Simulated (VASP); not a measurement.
**VASP 6.6.1, PBE single-point calculation, HfS2 (1T (CdI2) bulk)**

INCAR

```
LWAVE = .FALSE.
PREC = Accurate
LCHARG = .FALSE.
NBANDS = 18
IBRION = -1
GGA = PE
ISIF = 2
ISMEAR = -1
NSW = 0
ENCUT = 520
LREAL = .FALSE.
LASPH = .TRUE.
EDIFF = 1E-7
NELM = 120
SIGMA = 0.02
```

KPOINTS

```
KPOINTS created by Atomic Simulation Environment
0
Gamma
12 12 4
0 0 0
```

KPOINTS_OPT

```
special points
8
Reciprocal
0.0000000000 0.0000000000 0.0000000000 1
0.5000000000 0.0000000000 0.0000000000 1
0.3333333333 0.3333333333 0.0000000000 1
0.0000000000 0.0000000000 0.5000000000 1
0.5000000000 0.0000000000 0.5000000000 1
0.3333333333 0.3333333333 0.5000000000 1
0.0000000000 0.0833333333 0.0000000000 1
0.0000000000 0.2500000000 0.2500000000 1
```

POSCAR

```
Hf S
 1.0000000000000000
     3.6302959599184668   -0.0000000000290267    0.0000000000000000
    -1.8151479799340957    3.1439285245599193   -0.0000000000000000
     0.0000000000000000    0.0000000000000000    5.8783581970002343
 Hf  S
   1   2
Cartesian
 -0.0000000000000000 -0.0000000000000000 -0.0000000000000000
  0.0000000000167586  2.0959523496969368  1.4380108257884179
  1.8151479799676122  1.0479761748339551  4.4403473712118142
```

VASP ran with the recommended PBE PAW datasets (22 valence electrons in the cell).

Command

```
mpirun -np 1 vasp_std
```

From OUTCAR

```
k-points           NKPTS =     69   k-points in BZ     NKDIM =     69   number of bands    NBANDS=     18

   NELECT =      22.0000    total number of electrons

   dimension x,y,z NGX =    28 NGY =   28 NGZ =   48
   dimension x,y,z NGXF=    56 NGYF=   56 NGZF=   96

  energy-cutoff  :      520.00
  volume of cell :       67.09
      direct lattice vectors                 reciprocal lattice vectors
     3.630295960 -0.000000000  0.000000000     0.275459635  0.159036694  0.000000000
    -1.815147980  3.143928525  0.000000000     0.000000000  0.318073389  0.000000000
     0.000000000  0.000000000  5.878358197     0.000000000  0.000000000  0.170115527

 k-points in reciprocal lattice and weights: KPOINTS created by Atomic Simulation Env
   0.00000000  0.00000000  0.00000000       0.002
   0.08333333 -0.00000000  0.00000000       0.010
   0.16666667 -0.00000000  0.00000000       0.010
   0.25000000 -0.00000000  0.00000000       0.010
   0.33333333  0.00000000  0.00000000       0.010
   0.41666667 -0.00000000  0.00000000       0.010
   0.50000000 -0.00000000  0.00000000       0.005
   0.08333333  0.08333333  0.00000000       0.010
   ...

 E-fermi :   3.7277

 k-point     1 :       0.0000    0.0000    0.0000
  band No.  band energies     occupation
      1     -27.4773      2.00000
      2     -27.3626      2.00000
      3     -27.3626      2.00000
      4      -9.8356      2.00000
      5      -8.1073      2.00000
      6      -1.4862      2.00000
      7       0.4768      2.00000
      8       0.4768      2.00000
      9       3.1800      2.00000
     10       3.1800      2.00000
     11       3.2875      2.00000
     12       5.2479      0.00000
     13       5.2479      0.00000
     14       5.8840      0.00000
     15       8.6968      0.00000
     16       8.6968      0.00000
     17       8.8266      0.00000
     18       9.0408      0.00000

 k-point     2 :       0.0833   -0.0000    0.0000
  band No.  band energies     occupation
      1     -27.4748      2.00000
      2     -27.3758      2.00000
      3     -27.3656      2.00000
      4      -9.7542      2.00000
      5      -8.1212      2.00000
      6      -1.3860      2.00000
      7       0.3802      2.00000
      8       0.5204      2.00000
      9       2.6521      2.00000
     10       2.9739      2.00000
     11       3.3047      2.00000
     12       5.2814      0.00000
     13       5.4945      0.00000
     14       6.0083      0.00000
     15       8.3577      0.00000
     16       8.6786      0.00000
     17       9.1773      0.00000
     18       9.7398      0.00000

 k-point     3 :       0.1667   -0.0000    0.0000
  band No.  band energies     occupation
      1     -27.4679      2.00000
      2     -27.4115      2.00000
      3     -27.3736      2.00000
      4      -9.5242      2.00000
      5      -8.1590      2.00000
      6      -1.1018      2.00000
      7       0.1841      2.00000
      8       0.6313      2.00000
      9       1.6057      2.00000
     10       2.5733      2.00000
     11       3.1999      2.00000
     12       5.1364      0.00000
     13       5.9940      0.00000
     14       6.3372      0.00000
     15       8.3352      0.00000
     16       8.7139      0.00000
     17      10.0324      0.00000
     18      10.7444      0.00000

 k-point     4 :       0.2500   -0.0000    0.0000
  band No.  band energies     occupation
      1     -27.4625      2.00000
      2     -27.4558      2.00000
      3     -27.3846      2.00000
      4      -9.1902      2.00000
      5      -8.2068      2.00000
      6      -0.7246      2.00000
      7       0.0332      2.00000
      8       0.5927      2.00000
      9       0.7525      2.00000
     10       2.2199      2.00000
     11       2.8052      2.00000
     12       4.8929      0.00000
     13       6.4743      0.00000
     14       6.7389      0.00000
     15       8.7618      0.00000
     16       8.9288      0.00000
     17      10.8352      0.00000
     18      11.2609      0.00000

 k-point     5 :       0.3333    0.0000    0.0000
  band No.  band energies     occupation
      1     -27.5081      2.00000
      2     -27.4485      2.00000
      3     -27.3955      2.00000
      4      -8.8373      2.00000
      5      -8.2366      2.00000
      6      -0.8254      2.00000
      7       0.1160      2.00000
      8       0.2099      2.00000
      9       0.8153      2.00000
     10       2.0129      2.00000
     11       2.2108      2.00000
     12       4.6772      0.00000
     13       6.8680      0.00000
     14       7.1422      0.00000
     15       9.2612      0.00000
     16       9.2852      0.00000
     17      10.6371      0.00000
     18      11.1804      0.00000

 k-point     6 :       0.4167   -0.0000    0.0000
  band No.  band energies     occupation
      1     -27.5427      2.00000
      2     -27.4416      2.00000
      3     -27.4035      2.00000
      4      -8.6033      2.00000
      5      -8.2008      2.00000
      6      -1.3645      2.00000
      7       0.2796      2.00000
      8       0.5672      2.00000
      9       0.8101      2.00000
     10       1.6194      2.00000
     11       1.9431      2.00000
     12       4.5398      0.00000
     13       7.1756      0.00000
     14       7.3490      0.00000
     15       9.3296      0.00000
     16       9.6039      0.00000
     17      10.4840      0.00000
     18      10.9789      0.00000

 k-point     7 :       0.5000   -0.0000    0.0000
  band No.  band energies     occupation
      1     -27.5553      2.00000
      2     -27.4390      2.00000
      3     -27.4065      2.00000
      4      -8.5453      2.00000
      5      -8.1506      2.00000
      6      -1.5881      2.00000
      7       0.4169      2.00000
      8       0.7631      2.00000
      9       0.7971      2.00000
     10       1.3164      2.00000
     11       1.9330      2.00000
     12       4.4933      0.00000
     13       7.3058      0.00000
     14       7.3328      0.00000
     15       9.5683      0.00000
     16       9.7288      0.00000
     17       9.9415      0.00000
     18      11.3082      0.00000

 k-point     8 :       0.0833    0.0833    0.0000
  band No.  band energies     occupation
      1     -27.4700      2.00000
      2     -27.3996      2.00000
      3     -27.3717      2.00000
      4      -9.5983      2.00000
      5      -8.1472      2.00000
      6      -1.1924      2.00000
      7       0.2411      2.00000
      8       0.5870      2.00000
      9       1.9599      2.00000
     10       2.5904      2.00000
     11       3.2600      2.00000
     12       5.4821      0.00000
     13       5.5355      0.00000
     14       6.3087      0.00000
     15       8.3745      0.00000
     16       8.5206      0.00000
     17       9.8775      0.00000
     18      10.4962      0.00000

 k-point     9 :       0.1667    0.0833    0.0000
  band No.  band energies     occupation
      1     -27.4620      2.00000
      2     -27.4398      2.00000
      3     -27.3830      2.00000
      4      -9.3146      2.00000
      5      -8.1908      2.00000
      6      -0.8403      2.00000
      7       0.0813      2.00000
      8       0.6250      2.00000
      9       1.0672      2.00000
     10       2.1355      2.00000
     11       3.0139      2.00000
     12       5.2717      0.00000
     13       5.9816      0.00000
     14       6.7516      0.00000
     15       8.4090      0.00000
     16       8.8172      0.00000
     17      10.8331      0.00000
     18      11.3490      0.00000

 k-point    10 :       0.2500    0.0833    0.0000
  band No.  band energies     occupation
      1     -27.4862      2.00000
      2     -27.4521      2.00000
      3     -27.3960      2.00000
      4      -8.9641      2.00000
      5      -8.2336      2.00000
      6      -0.5717      2.00000
      7       0.0183      2.00000
      8       0.1920      2.00000
      9       0.8173      2.00000
     10       1.8266      2.00000
     11       2.5343      2.00000
     12       5.0455      0.00000
     13       6.4206      0.00000
     14       7.1804      0.00000
     15       8.5472      0.00000
     16       9.5045      0.00000
     17      11.0337      0.00000
     18      11.5221      0.00000

 k-point    11 :       0.3333    0.0833    0.0000
  band No.  band energies     occupation
      1     -27.5255      2.00000
      2     -27.4439      2.00000
      3     -27.4073      2.00000
      4      -8.6571      2.00000
      5      -8.2376      2.00000
      6      -1.0473      2.00000
      7       0.1253      2.00000
      8       0.3901      2.00000
      9       0.8092      2.00000
     10       1.6664      2.00000
     11       1.9600      2.00000
     12       4.8955      0.00000
     13       6.8227      0.00000
     14       7.3991      0.00000
     15       8.8415      0.00000
     16       9.8363      0.00000
     17      10.7814      0.00000
     18      11.1455      0.00000

 ...

  Total        0.5036212      0.5036212      0.9274623      0.0000000     -0.0000000     -0.0000000
  in kB       12.0266261     12.0266261     22.1480810      0.0000000     -0.0000000     -0.0000000
  external PRESSURE =      15.4004444 kB  Pullay stress =       0.0000000 kB

 POSITION                                       TOTAL-FORCE (eV/Angst)
 -----------------------------------------------------------------------------------
      0.00000      0.00000      0.00000        -0.000000     -0.000000      0.000000
      0.00000      2.09595      1.43801        -0.000000      0.000000      0.055664
      1.81515      1.04798      4.44035         0.000000     -0.000000     -0.055664
 -----------------------------------------------------------------------------------
    total drift:                               -0.000000      0.000000     -0.000000

  FREE ENERGIE OF THE ION-ELECTRON SYSTEM (eV)
  ---------------------------------------------------
  free  energy   TOTEN  =       -22.8928880143 eV

  energy  without entropy=      -22.8928880143  energy(sigma->0) =      -22.89288801
```

```
gap between bands v and c : 1.05 eV
least direct gap          : 1.91 eV
pressure                  : 1.5 GPa
largest force             : 0.06 eV/Å
```

Band v is the last that the valence electrons fill when counted band by band, and c is the next.

The run took about 36 s on one core of a shared host (Intel Xeon 6975P-C) and held 0.27 GiB at most.
